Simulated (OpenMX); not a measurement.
Runs of OpenMX 3.8.5 on Fe. Symmetry: Im-3m, No. 229, cubic system. The conventional cell has a = 2.886 Å, b = 2.886 Å, c = 2.886 Å, α = 90.00°, β = 90.00°, γ = 90.00°. Fe (site symmetry m-3m) is surrounded by 8 Fe at 2.50 Å. 

```tsv
task	level	potentials or basis	k mesh	grid points, held for all volumes	max SCF cycles	pressure (GPa)	moment (μB)
band structure	PBE	OpenMX 2013 PBE set, Fe6.0H-s3p2d2, grid cutoff 500 Ry	13 × 13 × 13	-	160	-7.1	2.34
band structure	PBE	OpenMX 2013 PBE set, Fe6.0H-s2p2d1, grid cutoff 500 Ry	9 × 9 × 9	-	160	-4.3	2.31
band structure	LDA	OpenMX 2013 LDA set, Fe6.0H-s3p2d2, grid cutoff 500 Ry	13 × 13 × 13	-	160	-24.4	(b)
band structure	PBE	OpenMX 2013 PBE set, Fe6.0H-s3p2d2, grid cutoff 500 Ry	9 × 9 × 9	-	160	(a)	2.41
band structure	PBE	OpenMX 2013 PBE set, Fe6.0H-s3p2d2f1, grid cutoff 500 Ry	13 × 13 × 13	-	160	-6.4	2.35
```

Alike in all rows: spin collinear, ferromagnetic start; cell as given; smearing fermi-dirac 0.05 eV.

Question: Fill in the values left out.

Answer: (a) -5.8; (b) 2.26.

Caveats: the basis of atomic orbitals isn't converged, which shifts pressures, moduli and gaps; the transition metal has a single d function, too few for pressures, volumes and moments (some runs); so large a pressure means that the cell lies far from this level's equilibrium, or that cutoff or potentials fall short (some runs).
